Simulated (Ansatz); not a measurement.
## Pressure coefficients of MgF2

```cif
data_structure
_symmetry_space_group_name_H-M 'P 1'
_symmetry_Int_Tables_number 1
_cell_length_a 4.6213
_cell_length_b 4.6213
_cell_length_c 3.0159
_cell_angle_alpha 90.000
_cell_angle_beta 90.000
_cell_angle_gamma 90.000
_cell_volume 64.41
loop_
_atom_site_label
_atom_site_type_symbol
_atom_site_fract_x
_atom_site_fract_y
_atom_site_fract_z
_atom_site_occupancy
Mg1 Mg 0.00000 0.00000 0.00000 1
Mg2 Mg 0.50000 0.50000 0.50000 1
F1 F 0.30280 0.30280 0.00000 1
F2 F 0.19720 0.80280 0.50000 1
F3 F 0.69720 0.69720 0.00000 1
F4 F 0.80280 0.19720 0.50000 1
```

The runs use the primitive cell with vectors (4.621, 0.000, 0.000), (0.000, 4.621, 0.000), (0.000, 0.000, 3.016) Å, to which the k mesh refers.

The conventional cell has a = 4.621 Å, b = 4.621 Å, c = 3.016 Å, α = 90.00°, β = 90.00°, γ = 90.00°. Mg (atom 1) has 6 F at 1.98 Å as nearest neighbours. Around F (atom 3) lie 3 Mg at 1.98 Å.

The geometry is COD entry 9007534, unchecked; take it as a test cell.

All numbers below come from DFT, LDA, all-electron LAPW, scalar-relativistic in Ansatz 0.2.0.

The runs use a Γ-centred 5×5×7 k mesh, Fermi–Dirac smearing of 0.02 eV, basis error target 1 meV/atom, no spin polarisation.

The cell is scaled evenly with fractional coordinates held. Semilocal gaps are too small, but their slopes carry over better.

```
V/V(cell)  P (GPa)  gap on the k mesh (eV)
   0.9600     1.56                   7.172
   0.9800    -0.83                   7.024
   0.9900    -1.92                   6.951
   1.0000    -2.96                   6.881
   1.0100    -3.94                   6.811
   1.0200    -4.87                   6.743
   1.0400    -6.59                   6.610
   1.0600    -8.13                   6.482
```

Q: From the rows at 0.9900 and 1.0100, what is the bulk modulus at the cell's volume?

A: B = −ΔP/Δln V = −[(-3.94) − (-1.92)]/0.02000 = 101.0 GPa.

Q: What are the gap's volume deformation potential and pressure coefficient?

A: dEg/dln V = (6.811 − 6.951)/0.02000 = -7.00 eV, and dEg/dP = −(dEg/dln V)/B = 69 meV/GPa: pressure widens the gap.

Q: Predict the row at V/V(cell) = 0.9400. How far is a linear estimate of P off?

A: P = 4.22 GPa, gap 7.326 eV. The linear estimate P(cell) − B ln(V/V(cell)) = 3.29 GPa misses by 0.93 GPa, since the modulus grows under compression.
